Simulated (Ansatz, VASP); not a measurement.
Two plane-wave programs on Tl

File INCAR:

```
SYSTEM = Tl
ALGO = Normal ; EDIFF = 1E-6
ENCUT = 520 ; GGA = RE
ISIF = 2 ; ISMEAR = -1
LASPH = .True. ; LCHARG = .False.
LREAL = .False. ; LWAVE = .False.
NBANDS = 12 ; NELM = 100
PREC = Accurate ; SIGMA = 0.1
```

KPOINTS

```
k-points
0
Gamma
  12 12 12
  0 0 0
```

The input POSCAR:

```
Tl
1.0
    0.0000000000      2.6405008221      2.6405008221
    2.6405008221      0.0000000000      2.6405008221
    2.6405008221      2.6405008221      0.0000000000
Tl
1
Direct
    0.0000000000      0.0000000000      0.0000000000
```

Input for Ansatz:

```yaml
crystal:
  lattice:
    - [0.0, 2.6405008221, 2.6405008221]
    - [2.6405008221, 0.0, 2.6405008221]
    - [2.6405008221, 2.6405008221, 0.0]
  atoms:
    - { symbol: Tl, position: [0.0, 0.0, 0.0] }
hamiltonian:
  xc: revpbe
  pseudopotentials:
    kind: paw
    azcp:
      Tl: "pseudopotentials/Tl.paw.azcp"
basis:
  ecutwfc: 420
  fft_grid_basis: typed
kpoints:
  mp_grid: { grid: [12, 12, 12], shift: [0, 0, 0] }
magnetization:
  spin_polarized: false
scf:
  occupations: { method: fermi_dirac, width: 0.1 }
  lower_state_search: "off"
output:
  stress: true
  write_density: true
  write_potential: true
  elf: true
  volumetric_format: npy
```

Alike in both runs: task single point; functional revPBE; k mesh 12 × 12 × 12; occupations fermi-dirac, width 0.1 eV; no spin polarisation.

```csv
,VASP,Ansatz
version,VASP 6.6.1,Ansatz 0.2.0
potentials or method,"VASP PAW PBE potentials, release 64 (Tl_d)","plane waves (420 eV) with PAW, scalar-relativistic"
plane-wave cutoff (eV),520,420
valence electrons in the cell,13,13
```

|  | VASP | Ansatz | Ansatz less VASP |
| --- | --- | --- | --- |
| pressure (GPa) | -1.9 | -1.8 | +0.05 |

Caveats: the PAW data sets were made with another functional, which shifts forces and pressure a little (VASP). The runs have no spin-orbit coupling, so splittings on Tl are missing.
